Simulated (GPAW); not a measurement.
Runs of GPAW 26.7.0 on InGaAs2. Symmetry: P-4m2, No. 115, tetragonal system. The conventional cell has a = 4.225 Å, b = 4.225 Å, c = 5.962 Å, α = 90.00°, β = 90.00°, γ = 90.00°. In (site symmetry -4m2) has 4 As at 2.65 Å as nearest neighbours. Around As (site symmetry 2mm) lie 2 Ga at 2.52 Å and 2 In at 2.65 Å. Ga (site symmetry -4m2) is surrounded by 4 As at 2.52 Å. The cell comes from a database or a generator and needn't be the stable form of this composition.

```tsv
task	cell	k mesh	cutoff (eV)	maxiter	band path	band points	convergence	gap on the mesh (eV)	pressure (GPa)	largest force (eV/Å)
band structure	as given	5 × 5 × 4	600	150	GXMGZRAZ,XR,MA	60	-	-	-2.4	0.04
single point	atoms moved at random, drawn with an rms of 0.05 Å	6 × 6 × 5	600	150	-	-	-	none	-2.4	0.51
single point	as given	5 × 5 × 4	450	120	-	-	default	none	-2.9	0.04
single point	as given	6 × 6 × 5	600	150	-	-	-	none	(a)	0.05
```

Alike in all rows: level PBEsol; potentials or basis PAW data sets generated in the run's folder for this functional, pw; no spin polarisation; smearing fermi-dirac 0.05 eV.

Task: Estimate the missing entries.

Result: (a) -2.5.

Caveats: spin-orbit coupling is left out, which moves the levels of the heavy elements (some runs); the cutoff is short for stress and forces, so pressures can be off by a GPa or more (some runs).

A k mesh can miss the band edges, and the runs leave out spin-orbit coupling on As, Ga, In.

A gap of «none» marks a metal or a gap under the smearing width.
